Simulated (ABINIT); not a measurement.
InSe, 4 atoms in the cell. The structure is trigonal, space group R3m (No. 160). The conventional cell has a = 4.000 Å, b = 4.000 Å, c = 25.320 Å, α = 90.00°, β = 90.00°, γ = 120.00°. In (site symmetry 3m) has 3 Se at 2.63 Å and 1 In at 2.82 Å as nearest neighbours. In (site symmetry 3m) has 3 Se at 2.64 Å and 1 In at 2.82 Å as nearest neighbours. Se (site symmetry 3m) has 3 In at 2.63 Å as nearest neighbours. Se (site symmetry 3m) has 3 In at 2.64 Å as nearest neighbours. 

| Item | Value |
| --- | --- |
| Program | ABINIT 10.8.3 (patched build) |
| Task | G0W0 quasiparticle levels |
| Functional | PBEsol |
| Potentials or basis | PseudoDojo NC SR PBEsol v0.4.1 standard |
| Cutoff | 1170 eV |
| k mesh | 3 × 3 × 3 |
| Occupations | fixed |
| Spin | no spin polarisation |
| Cutoff of the screening (Ha) | 4.5 |
| Bands in the sums | 307 |
| Wave-function cutoff in the screening (Ha) | 26 |
| Frequency treatment | analytic continuation |

Potentials or basis: PseudoDojo NC SR PBEsol v0.4.1 standard.

The run is started by

```sh
$ mpirun --bind-to none -np 4 abinit run.abi > log 2>&1
```

Hardware: 4 MPI ranks on AMD EPYC 9R45 96-Core Processor (Zen 5), on a shared host.

How long does it take, and how much memory?

It took 22 min on 4 MPI ranks on AMD EPYC 9R45 96-Core Processor (Zen 5) (shared host), peak memory 12 GiB a rank. Counts: scf iterations 23, mpi ranks 4, k points 6, bands 337, plane waves 10661.
